Q: I'm looking at computed bulk moduli for one and the same crystal, tungsten. The functional alone seems to move them by a fifth or so.

Bulk modulus of bcc tungsten at the fitted rest volume, from Kohn-Sham DFT with FLEUR MaX-R8.1 (later development tree), ABINIT 10.8.3 and Quantum ESPRESSO 7.5. All runs are without spin polarisation and use Fermi-Dirac smearing of 0.05 eV. The measured value is 307 GPa (isotropic polycrystalline modulus, surface Brillouin spectroscopy, arXiv:1710.07581).

```
                                    program                       functional            how the value is got                     potentials or basis  wave cutoff (eV)    k-mesh  computed bulk modulus (GPa)  computed over measured, less one (%)
FLEUR MaX-R8.1 (later development tree) (1)                             BLYP  fit, rest volume 16.69 Å³/atom                            all electron               n/a  12x12x12                        270.4                                 -11.9
FLEUR MaX-R8.1 (later development tree) (2)                              PBE  fit, rest volume 16.16 Å³/atom                            all electron               n/a  12x12x12                        299.8                                  -2.3
                          ABINIT 10.8.3 (1)                              PBE  fit, rest volume 16.15 Å³/atom    PseudoDojo NC SR PBE v0.4.1 standard              1007  12x12x12                        301.3                                  -1.9
                          ABINIT 10.8.3 (2)                      PW91+D3(BJ)  fit, rest volume 15.95 Å³/atom                        JTH PAW PBE v2.0               408  12x12x12                        306.8                                  -0.1
                          ABINIT 10.8.3 (3)                    PBEsol+D3(BJ)  fit, rest volume 15.37 Å³/atom                        JTH PAW PBE v2.0               435  12x12x12                        312.0                                   1.6
                          ABINIT 10.8.3 (4)                        PBEsol+D3  fit, rest volume 15.42 Å³/atom                        JTH PAW PBE v2.0               435  12x12x12                        315.0                                   2.6
                          ABINIT 10.8.3 (5)                           PBEsol  fit, rest volume 15.71 Å³/atom  PseudoDojo NC SR PBEsol v0.4 stringent              1007  12x12x12                        316.9                                   3.2
                       Quantum ESPRESSO 7.5  PBEsol with spin-orbit coupling  fit, rest volume 15.77 Å³/atom       PseudoDojo 0.4 FR PBEsol standard              1007  12x12x12                        317.5                                   3.4
                          ABINIT 10.8.3 (6)                              LDA  fit, rest volume 15.41 Å³/atom                        JTH PAW LDA v2.0               408  12x12x12                        328.8                                   7.1
                          ABINIT 10.8.3 (7)                          BP86+D3  fit, rest volume 15.39 Å³/atom                        JTH PAW PBE v2.0               435  12x12x12                        338.6                                  10.3
```

Q: LDA gives 329 GPa and PBE only 301. Does LDA simply make the bonds between tungsten atoms stiffer?

A: Look at the rest volumes before you speak of bonds. Each modulus is taken where that functional's own energy curve has its minimum, and the LDA minimum lies at a volume almost 5% smaller than the PBE one. So you are comparing a denser crystal with a looser one. The fair question about bonds is how stiff each functional makes tungsten when the atoms sit at the same distance.

Q: Can that be read from the same calculations?

A: Yes, because the energies were computed on a common set of volumes. I take three of them, centred on 15.85 Å³ per atom, and use their curvature. The modulus is then 325 GPa with PBE, 308 with PBEsol and 293 with LDA. The order has turned round: at equal volume LDA is the softest of the three.

Q: Then the high LDA value in the table comes from its small crystal?

A: That is the larger of two effects. At 15.85 Å³ the PBE crystal is squeezed below its natural size, while the LDA crystal is stretched beyond its own. A squeezed metal is stiffer and a stretched one softer. Let each relax, and PBE loses stiffness while LDA gains it.

Q: Why does squeezing stiffen a metal in the first place?

A: At the rest volume two tendencies balance. The bonding of the 5d electrons pulls the atoms together, while the kinetic energy of electrons confined to less space, and the overlap of the filled inner shells, push them apart. The push rises more steeply on compression than the pull does, so each further step costs more. The usual measure is B', the increase of the modulus per unit of pressure. The ABINIT fit with PBE gives 3.8 for it, so taking 1% off the volume raises the modulus by nearly 4%.

Q: So I could slide along the PBE curve to the LDA volume and read off the LDA modulus.

A: Try it, and you get about 360 GPa, which is 59 above PBE. The LDA calculation rises by only 28. About half of the expected stiffening has disappeared, and that missing half is the second effect.

Q: What takes it away?

A: The very attraction that shrank the crystal. Relative to PBE, LDA adds an inward pull, and this pull grows as the metal gets denser. When you compress the crystal, the growing pull helps you, so the crystal resists less. The small volume makes LDA tungsten stiffer, and the cause of the small volume gives part of that back.

Q: Can this be put into a formula I could use?

A: A short one. Call the pressure that a new functional adds Δp; it is negative for an extra attraction. Let it vary with volume V as V^−m, where m tells how fast the pull grows on compression. With B0 the modulus at the rest volume V0, a small Δp does three things:

relative change of rest volume: ΔV0/V0 ≈ Δp/B0

change of modulus through the volume: −B'Δp

change of modulus through the pull itself: +mΔp

Adding the last two and using the first gives

B0 ∝ V0^−(B' − m)

Q: Where does m come from?

A: From PBE and PBEsol at the common volume. Going from PBE to PBEsol lowers the pressure there by 8.7 GPa and the modulus by 17.3 GPa, so m is about 2.0. The exponent B' − m is then 1.83, less than half of what compression alone would give. PBEsol is therefore reproduced by construction, and LDA is the first real test:

B0(LDA) ≈ 301 GPa × (16.15/15.41)^1.83 ≈ 328 GPa

Q: That is within 1 GPa of the table. Is the matter settled?

A: For LDA the balance of the two effects is well described. The formula takes the rest volume from the calculation, though, so it explains the stiffness once the volume is known and not the volume itself. It also treats m as the same for every change of functional, which is an approximation. The Quantum ESPRESSO PBEsol row, where program, potential and spin-orbit coupling change as well, would give m of about 1.55 and 335 GPa for LDA, so a match within 1 GPa is partly luck. Over LDA, PW91+D3(BJ), BP86+D3 and BLYP, none of which entered m, the typical miss is 8 GPa; with a constant added pressure, m = 0, it is 20.

Q: Then why do the functionals disagree about the volume?

A: Here theory has to argue. LDA treats each point as part of a uniform electron gas and binds solids somewhat too strongly. PBE adds a correction that lowers the energy where the density varies rapidly. Pulling atoms apart makes the density more uneven, so this correction favours a larger crystal. PBEsol has a weaker correction of the same kind and lands in between.

Q: And BLYP, at the bottom of the list?

A: Its correlation part was built from the helium atom and does not reproduce the uniform electron gas, which is a poor start for the mobile electrons of a metal. That is the usual explanation; no run here separates exchange from correlation. The crystal comes out too large, with a rest volume of 16.69 Å³, and hence soft. The formula gives 284 GPa where the calculation gives 270, so the direction is right and the drop is too small. This is the one test row where m = 0 does better, with 266 GPa: a single m doesn't suit BLYP well. Part of that gap may lie in the fit, which rests on five volumes with only one beyond the minimum.

Q: BP86+D3 is at the other end. Its rest volume is nearly that of LDA, yet it is 10 GPa stiffer.

A: That row shows the limit of a single m. At the common volume BP86+D3 adds almost the same inward pressure to PBE as LDA does, about 15 GPa, but it lowers the modulus by only 21.5 GPa instead of 32. Its extra pull grows more slowly on compression, so it gives back less of the stiffening. The energy curve is smooth, so the high modulus is not a fault of the fit. The run does combine BP86 with potentials made for PBE, though, and the share of that mismatch is not known.

Q: Is the dispersion correction to blame for the small volume?

A: Probably in large part. With PBEsol, adding D3 brings about 6 GPa of inward pressure at the common volume, though the potentials change too. D3 adds an attraction between pairs of atoms, with strengths derived from molecules, and in a metal the mobile electrons screen such forces; overbinding is a known outcome. D3 also damps the attraction at short distances, which could explain why the pull grows so slowly here. That last step is a guess, because BP86 differs from PBE even without D3.

Q: The two PBEsol rows with dispersion puzzle me more. Their crystals are smaller than that of plain PBEsol, yet they are softer.

A: Don't look for a physical reason there, because the energy curves are faulty. Take the curvature from three neighbouring energies and move from one volume to the next, from 15.85 to 16.16 Å³. With PBEsol+D3 the local modulus jumps from 240 to 344 GPa, whereas with plain PBEsol it falls gently from 307 to 284. A metal that expands should soften, and a jump of 100 GPa over a 2% change of volume is numerical noise.

Q: Could the damping of the dispersion term produce such a jump?

A: The other row speaks against it. PBEsol+D3(BJ) damps the attraction in a different way and has the same jump at the same place. Subtract the energies of one row from those of the other, and the difference changes smoothly with volume. So the jump sits in a part they share. They share the long-range dispersion term, but PW91+D3(BJ) should have that term as well and shows no jump at that place, so the electronic energy is the likely seat. BP86+D3 uses the same potentials and wave cutoff and has a smooth curve, so these settings alone don't produce it either. Both rows run PBEsol on potentials made for PBE, which adds doubt but would not be expected to cause a jump. A better clue is the route: the three uneven ABINIT curves, PW91+D3(BJ) included, were all set up through ASE with the dispersion from a separate program, and the smooth ones with ABINIT's own input. That doesn't prove the cause, but I would compare the settings of the two routes and repeat both curves with a higher cutoff. The jump lies above the rest volumes, so it distorts the fit through all seven points more than the curve near the minimum, where the energies are curved more strongly than the fitted moduli say. I therefore expect clean curves to give both moduli near the 330 GPa of the formula, above plain PBEsol.

Q: How much of the whole spread could come from the programs instead of the functionals?

A: Very little, where the comparison is clean. FLEUR treats all electrons and ABINIT replaces the inner ones by a potential, yet with PBE they agree within 2 GPa. Between BLYP and LDA there are 58 GPa. The two PBEsol rows without dispersion agree even better, but there the program, the potential and spin-orbit coupling change together, so their agreement doesn't measure the spin-orbit effect.

Q: The measured value is 307 GPa, and PW91+D3(BJ) hits it almost exactly. Should I use that?

A: Not for that reason. The run combines PW91 with potentials made for PBE, and its energy curve is slightly uneven, so a match this close is partly luck. The measurement is a single value, and it contains thermal and zero-point motion, which soften the crystal slightly. The calculations describe atoms at rest, so their fair target lies a little above 307 GPa, on the PBEsol side. PBE at about 2% below the measurement and PBEsol at about 3% above it are therefore both acceptable, and I wouldn't rank them. The errors of BLYP, LDA and BP86+D3, 7 to 12% in size, are large enough to count.

Q: Suppose I need the stiffness of a tungsten part and someone hands me moduli from several calculations. What do I ask first?

A: At which volume each one was taken. A series computed in one fixed cell would list LDA below PBE, and a series at relaxed volumes lists it above; both can be correct. If you mix the two kinds, you may credit the functional with a difference that comes from the density of the crystal.

Q: And for another metal, say gold?

A: Use the same two steps. First ask how far an added pressure moves the volume: gold is much softer than tungsten, so a similar pressure changes its volume by a larger fraction. Then ask how steeply the modulus depends on volume, which in gold is steeper as well. Unless the added pull grows much faster on compression in gold, both point to a wider relative gap between LDA and PBE, and such a gap is indeed well known. Tungsten is the milder case because its strong 5d bonding makes it stiff, so the same added pressure moves its volume less.
